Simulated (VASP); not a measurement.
# SnTe (Fm-3m) in VASP: further runs, part 2 of 2

VASP 6.6.1. Earlier steps stand in the parts before.

### 3 Single point, PBEsol

This run uses another cell than the first one, of 31.10 Å³/atom, 1.030 times its volume.

Input file INCAR:

```
ALGO = Normal ; EDIFF = 1E-6
ENCUT = 500 ; GGA = PS
GGA_COMPAT = False ; ISIF = 2
ISMEAR = 0 ; LASPH = True
LCHARG = False ; LREAL = False
LWAVE = False ; NBANDS = 17
NELM = 120 ; PREC = Accurate
SIGMA = 0.01
```

Input file KPOINTS:

```
k-points
0
Gamma
  10 10 10
```

Input file POSCAR:

```
SnTe
1.0
    0.0000000000      3.1446837234      3.1446837234
    3.1446837234      0.0000000000      3.1446837234
    3.1446837234      3.1446837234      0.0000000000
Sn Te
1 1
Direct
    0.0000000000      0.0000000000      0.0000000000
    0.5000000000      0.5000000000      0.5000000000
```

Potentials or basis: VASP PAW PBE potentials, release 64 (Sn_d, Te).

On the command line:

```
cat potpaw_PBE.64/Sn_d/POTCAR potpaw_PBE.64/Te/POTCAR > POTCAR
mpirun -np 1 vasp_std > vasp.out
```

OUTCAR:

```text
EDIFF = 1E-6
   ENCUT = 500
   GGA = PS
   ISIF = 2
   ISMEAR = 0
   LASPH = True
   LREAL = False
   NELM = 120
   PREC = Accurate

 ion  position               nearest neighbor table
   1  0.000  0.000  0.000-   2 3.14   2 3.14   2 3.14   2 3.14   2 3.14   2 3.14
   2  0.500  0.500  0.500-   1 3.14   1 3.14   1 3.14   1 3.14   1 3.14   1 3.14

  LATTYP: Found a face centered cubic cell.
 ALAT       =     6.2893674468

  Lattice vectors:

 A1 = (   0.0000000000,   3.1446837234,   3.1446837234)
 A2 = (   3.1446837234,   0.0000000000,   3.1446837234)
 A3 = (   3.1446837234,   3.1446837234,   0.0000000000)

Analysis of symmetry for initial positions (statically):
=====================================================================
 Subroutine PRICEL returns:
 Original cell was already a primitive cell.

 Routine SETGRP: Setting up the symmetry group for a
 face centered cubic supercell.

 Subroutine GETGRP returns: Found 48 space group operations
 (whereof 48 operations were pure point group operations)
 out of a pool of 48 trial point group operations.

The static configuration has the point symmetry O_h .

[... 159 lines left out ...]

 E-fermi :   6.9198     XC(G=0):  -9.6792

 val. band max:        6.8234558626   @ k =   0.5000   0.0000   0.0000
 cond. band min:       6.9829144308   @ k =   0.5000   0.0000   0.0000
 fundamental gap:      0.1594585683
 Fermi energy:         6.9198363989

 k-point     1 :       0.0000    0.0000    0.0000
  band No.  band energies     occupation
      1     -14.9063      2.00000
      2     -14.9063      2.00000
      3     -14.8991      2.00000
      4     -14.8991      2.00000
      5     -14.8991      2.00000
      6      -5.9859      2.00000
[... 457 lines left out ...]
      4     -14.8905      2.00000
      5     -14.8901      2.00000
      6      -4.7776      2.00000
[... 9 lines left out ...]
     16      16.0699      0.00000
     17      16.5256      0.00000

 [... further k-points ...]

------------------------ aborting loop because EDIFF is reached ----------------------------------------

  FORCE on cell =-STRESS in cart. coord.  units (eV):
  Direction    XX          YY          ZZ          XY          YZ          ZX
  --------------------------------------------------------------------------------------
  -------------------------------------------------------------------------------------
  Total       -0.0181057     -0.0181057     -0.0181057      0.0000000      0.0000000     -0.0000000
  in kB       -0.4664057     -0.4664057     -0.4664057      0.0000000      0.0000000     -0.0000000
  external PRESSURE =      -0.4664057 kB  Pullay stress =       0.0000000 kB

 VOLUME and BASIS-vectors are now :
 -----------------------------------------------------------------------------
  energy-cutoff  :      500.00
  volume of cell :       62.20
      direct lattice vectors                 reciprocal lattice vectors
     0.000000000  3.144683723  3.144683723    -0.158998502  0.158998502  0.158998502
     3.144683723  0.000000000  3.144683723     0.158998502 -0.158998502  0.158998502
     3.144683723  3.144683723  0.000000000     0.158998502  0.158998502 -0.158998502

 POSITION                                       TOTAL-FORCE (eV/Angst)
 -----------------------------------------------------------------------------------
      0.00000      0.00000      0.00000         0.000000     -0.000000     -0.000000
      3.14468      3.14468      3.14468        -0.000000      0.000000      0.000000
 -----------------------------------------------------------------------------------
    total drift:                                0.000000     -0.000000     -0.000000

  FREE ENERGIE OF THE ION-ELECTRON SYSTEM (eV)
  ---------------------------------------------------
  free  energy   TOTEN  =        -8.3389471907 eV

  energy  without entropy=       -8.3389471907  energy(sigma->0) =       -8.33894719
```

Wall time 24 s (1 thread of Intel Xeon 6975P-C, shared host); peak memory 0.2 GiB.

What came out:

* Free energy: -8.3389 eV
* Pressure: 0.0 GPa
* Band gap on the k mesh: 0.16 eV, direct

Caveat: the PAW data sets were made with another functional, which shifts forces and pressure a little; spin-orbit coupling is left out, which moves the levels of the heavy elements.

### 4 Relaxation of cell and atoms, PBEsol

Input file INCAR:

```
  PREC = Accurate
  ENCUT = 500
  EDIFF = 1E-7
  ISMEAR = 0
  SIGMA = 0.01
  LREAL = False
  LASPH = True
  NELM = 120
  ALGO = Normal
  ISIF = 3
  LWAVE = False
  LCHARG = False
  GGA = PS
  IBRION = 2
  NSW = 100
  EDIFFG = -0.005
  GGA_COMPAT = False
  NELMIN = 4
```

Input file KPOINTS:

```
regular mesh
0
Gamma
  10 10 10
```

Input file POSCAR:

```
SnTe
1.0
    0.0000000000      3.1139882984      3.1139882984
    3.1139882984      0.0000000000      3.1139882984
    3.1139882984      3.1139882984      0.0000000000
Sn Te
1 1
Direct
    0.0000000000      0.0000000000      0.0000000000
    0.5000000000      0.5000000000      0.5000000000
```

On the command line:

```
cat potpaw_PBE.64/Sn_d/POTCAR potpaw_PBE.64/Te/POTCAR > POTCAR
mpirun -np 1 vasp_std > vasp.out
```

Wall time 48 s (1 thread of Intel Xeon 6975P-C, shared host); peak memory 0.21 GiB.

Results (log left out):

* Free energy: -8.3386 eV
* Relaxed volume: 31.09 Å³/atom
* Relaxed cell: a = 4.447 Å, b = 4.447 Å, c = 4.447 Å, α = 60.00°, β = 60.00°, γ = 60.00°
* Space group after relaxing (to 0.05 Å): Fm-3m (No. 225)
* Energy gained by relaxing: 4.0 meV/atom
* Ionic steps: 3
* Pressure after relaxing: 0.0 GPa
* Band gap on the k mesh: 0.16 eV, direct

Step by step:
```
step  energy change (eV)  largest force (eV/Å)  pressure (GPa)  volume (Å³)
   1              0.0000                0.0000            1.47        60.39
   2             -0.0069                0.0000           -0.47        62.85
   3             -0.0080                0.0000            0.00        62.18
```

Final structure:
```cif
data_structure
_symmetry_space_group_name_H-M 'P 1'
_symmetry_Int_Tables_number 1
_cell_length_a 4.4469
_cell_length_b 4.4469
_cell_length_c 4.4469
_cell_angle_alpha 60.000
_cell_angle_beta 60.000
_cell_angle_gamma 60.000
_cell_volume 62.18
loop_
_atom_site_label
_atom_site_type_symbol
_atom_site_fract_x
_atom_site_fract_y
_atom_site_fract_z
_atom_site_occupancy
Sn1 Sn 0.00000 0.00000 0.00000 1
Te1 Te 0.50000 0.50000 0.50000 1
```

Levels at points of the mesh, in eV from the valence-band top:
```csv
k point,band 6,band 7,band 8,band 9,band 10,band 11,band 12,band 13,band 14
"(0.00, 0.00, 0.00)",-12.81,-4.63,-2.09,-2.09,-2.09,3.40,3.40,3.40,4.76
"(0.50, 0.00, 0.00)",-11.51,-8.34,-1.76,-1.76,0.00,0.16,0.39,0.39,7.76
"(0.50, 0.50, 0.00)",-11.20,-6.44,-5.59,-3.72,-3.72,2.13,5.00,5.00,6.47
```

Caveat: the PAW data sets were made with another functional, which shifts forces and pressure a little; spin-orbit coupling is left out, which moves the levels of the heavy elements.

### 5 Overview

```tsv
task	cell	k mesh	smearing	gap on the mesh (eV)	pressure (GPa)
single point	a = 4.404 Å, angles 60.0°, 2 atoms	6 × 6 × 6	gaussian 0.1 eV	0.25	1.5
single point	a = 4.447 Å, angles 60.0°, 2 atoms	10 × 10 × 10	gaussian 0.01 eV	0.16	0.0
relaxation of cell and atoms	relaxed from a = 4.404 Å, angles 60.0°, 2 atoms	10 × 10 × 10	gaussian 0.01 eV	0.16	0.0
```

Alike in all rows: level PBEsol; potentials or basis VASP PAW PBE potentials, release 64 (Sn_d, Te); no spin polarisation; cutoff (eV) 500.

Caveats: the PAW data sets were made with another functional, which shifts forces and pressure a little; spin-orbit coupling is left out, which moves the levels of the heavy elements.

Total energies depend on the potentials used, so only differences within one code and one set of settings carry meaning.

### 6 Against experiment

Step 2. Measured gap of SnTe: 0.18 eV (direct; 300 K; a printed reference work, textbook). This calculation gives 0.25 eV (+0.07 eV). Spin-orbit coupling on Sn, Te is left out. The value is that of PBEsol on a finite k mesh, which can miss the band edges, without temperature or zero-point motion.

Step 3. Against the measured gap of SnTe, 0.18 eV (direct; 300 K; a printed reference work, textbook), the calculated 0.16 eV is off by -0.02 eV. Spin-orbit coupling on Sn, Te is left out. The value is that of PBEsol on a finite k mesh, which can miss the band edges, without temperature or zero-point motion. Semilocal functionals fall short of measured gaps as a rule.
